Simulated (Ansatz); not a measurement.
How settings move the G0W0 gap of LiCl (CsCl type)

LiCl in the CsCl-type structure, relaxed with r2SCAN; one-shot G0W0 in Ansatz without spin-orbit coupling. Simulation only: spin-unpolarised, and no claim that this is the phase found in nature.

Space group Pm-3m (No. 221). a = 3.271 Å, b = 3.271 Å, c = 3.271 Å, α = 90.00°, β = 90.00°, γ = 90.00°
```csv
atom,site,symmetry,x,y,z
Li,1a,m-3m,0.0000,0.0000,0.0000
Cl,1b,m-3m,0.5000,0.5000,0.5000
```

Gaps are read over the mesh points alone. G0W0 values are finite-basis, finite-mesh values.
```
 start       potentials      frequency model   mesh  empty bands  screening cutoff (eV)  Kohn-Sham gap (eV)  G0W0 gap (eV)       rough cost
   PBE              PAW  contour deformation  4×4×4           56                     80                4.41           6.32   8 core-seconds
   PBE              PAW  contour deformation  4×4×4          131                    140                4.41           6.51  22 core-seconds
   PBE              PAW  contour deformation  4×4×4          241                    210                4.41           6.63  70 core-seconds
 HSE06              PAW  contour deformation  4×4×4          131                    140                5.68           7.14  80 core-seconds
   LDA              PAW  contour deformation  4×4×4          131                    140                4.13           6.39  19 core-seconds
r2SCAN              PAW  contour deformation  4×4×4          131                    140                5.24           6.97  28 core-seconds
   PBE              PAW     Godby-Needs pole  4×4×4          131                    140                4.41           6.48  30 core-seconds
   PBE              PAW  contour deformation  6×6×6           56                     80                4.42           6.31  30 core-seconds
   PBE  norm-conserving  contour deformation  4×4×4          131                    140                4.41           6.52  40 core-seconds
```

Over the mesh points the PBE gap of 4.41 eV becomes a quasiparticle gap of 6.63 eV (M to Γ), a change of +2.22 eV. Renormalisation factors Z lie between 0.76 and 0.84.

Raising bands and cutoff together moves the gap by +0.19 eV (80 to 140 eV), then +0.12 eV (140 to 210 eV); the last step is still large, so the basis limit isn't reached. Starting from HSE06 (5.68 eV against PBE's 4.41 eV) gives 7.14 eV, +0.63 eV from G0W0@PBE at the same screening cutoff. Starting from LDA (4.13 eV against PBE's 4.41 eV) gives 6.39 eV, -0.12 eV from G0W0@PBE at the same screening cutoff. Starting from r2SCAN (5.24 eV against PBE's 4.41 eV) gives 6.97 eV, +0.46 eV from G0W0@PBE at the same screening cutoff. The Godby-Needs plasmon pole differs from contour deformation by -0.03 eV. A 6×6×6 mesh in place of 4×4×4 changes the opening over PBE by -0.02 eV (the gap on the mesh by -0.01 eV). Norm-conserving potentials (wave cutoff 1034 eV against 420 eV) shift the quasiparticle gap by +0.01 eV and the PBE gap by 0.00 eV. r2SCAN runs take a wave cutoff of 500 eV.
